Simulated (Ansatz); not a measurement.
## CsI: an elastic constant from a strain scan

Method: DFT PBE, scalar-relativistic, plane waves, PAW in Ansatz 0.2.0. Cutoff 420 eV, Γ-centred 6×6×6 k-points, Gaussian smearing of 0.05 eV. No spin polarisation. Energies are free energies at this smearing, counted from the undisturbed cell; pressure is positive in compression.

The undisturbed cell (as given, not relaxed at this level; it stands at 0.8 GPa):

```xyz
2
Lattice="4.5667 0.0000 0.0000 0.0000 4.5667 0.0000 0.0000 0.0000 4.5667" Properties=species:S:1:pos:R:3 pbc="T T T"
Cs    0.0000    0.0000    0.0000
I     2.2833    2.2833    2.2833
```

The cell is strained by ε times the Voigt pattern (0, 0, 1, 0, 0, 0) (xx, yy, zz, yz, xz, xy; engineering shear) with fractional coordinates fixed. The cell holds 2 atoms in V0 = 95.24 Å³. The stress column is τ = (1/V0) dE/dε, got from the stress tensor σ (compression positive) at each point as −det(1 + εP) σ : P(1 + εP)⁻¹, with P the pattern as a tensor.

```
      ε  ΔE (meV/atom)  τ (GPa)
-0.0200          6.044   -1.288
-0.0150          4.233   -1.150
-0.0100          2.624   -1.014
-0.0050          1.215   -0.883
 0.0000          0.000   -0.754
 0.0050         -1.026   -0.627
 0.0100         -1.867   -0.504
 0.0150         -2.526   -0.384
 0.0175         -2.790   -0.324
 0.0200              ?        ?
```

Which combination of elastic constants does this scan measure, and how large is it?

For small ε, τ = τ0 + Kε with K = pᵀCp, which for this pattern is C11 in the cubic axes. The parabola through τ at ε = -0.0050, 0 and 0.0050 has slope K = 25.5 GPa at zero. The energies per cell, E = NΔE, of the same two points give K = 2[E(ε₊)/ε₊ − E(ε₋)/ε₋]/[(ε₊ − ε₋)V0] = 25.4 GPa, in agreement.

Predict the withheld row at ε = 0.0200 from the harmonic law, and compare.

ΔE = V0(τ0 ε + Kε²/2)/N = -2.963 meV/atom and τ = -0.24 GPa. The calculation gives -3.010 meV/atom and -0.27 GPa, a miss of 1.6 % of the harmonic energy, so the harmonic law still holds here.